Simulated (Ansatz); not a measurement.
**From the elastic tensor of BN at 7 GPa (stress–strain coefficients) to moduli and sound speeds**

Theory: Ansatz 0.2.0, DFT PBE+D3(BJ), scalar-relativistic, plane waves, PAW. Cutoff 420 eV, 12×12×12 k-points (Γ-centred), fixed occupations. No spin polarisation.

The structure is trigonal, space group R3m (No. 160). Conventional cell: a = 2.492 Å, b = 2.492 Å, c = 8.766 Å, α = 90.00°, β = 90.00°, γ = 120.00°. Around B (site symmetry 3m) lie 3 N at 1.44 Å. N (site symmetry 3m) is surrounded by 3 B at 1.44 Å.

Relaxed-ion constants (GPa, on the Cartesian axes of the calculation):
```
1011.1  245.6   15.3    3.6  -92.5    2.5
 245.5 1020.8   12.6   63.0  -22.3    6.0
  15.5   12.8   93.3   -2.6    4.4   -2.4
   3.7   63.0   -2.6   23.0   -1.7  -35.0
 -92.6  -22.4    4.4   -1.7   24.9   11.0
   2.5    6.0   -2.4  -35.0   10.9  387.2
```

Density 2.623 g/cm³; 2 atoms in 15.71 Å³.

The values that follow are for a polycrystal of randomly turned grains, by Hill's mean where one number stands. In a crystal this anisotropic the Voigt and Reuss bounds lie far apart, so Hill's mean and the sound speeds and Debye temperature from it are rough.

With S = C⁻¹: B_V = (C11+C22+C33+2(C12+C13+C23))/9, G_V = (C11+C22+C33−C12−C13−C23+3(C44+C55+C66))/15, 1/B_R = S11+S22+S33+2(S12+S13+S23), 15/G_R = 4(S11+S22+S33−S12−S13−S23)+3(S44+S55+S66); Hill is their mean. Then v_l = √((B+4G/3)/ρ), v_t = √(G/ρ), v_m = [(2/v_t³+1/v_l³)/3]^(−1/3) and Θ = (ħ/k_B)·v_m·(6π²n/V)^(1/3) for n atoms in the volume V; E = 9BG/(3B+G), ν = (3B−2G)/(2(3B+G)) and A^U = 5G_V/G_R + B_V/B_R − 6.

* Bulk modulus, Voigt / Reuss / Hill: 296.9 / 83.7 / 190.3 GPa
* Shear modulus, Voigt / Reuss / Hill: 210.4 / 33.1 / 121.8 GPa
* Young's modulus: 301 GPa
* Poisson ratio: 0.236
* Pugh ratio B/G: 1.56
* Universal anisotropy index: 29.34
* Longitudinal and transverse sound speeds: 11595 and 6813 m/s
* Debye temperature from the mean sound speed: 1131 K

This form isn't the usual stable structure of the compound at low pressure.

Cost: 1 run of about 4.9 core-minutes, on AMD EPYC 7R43 (Zen 3) (shared hosts).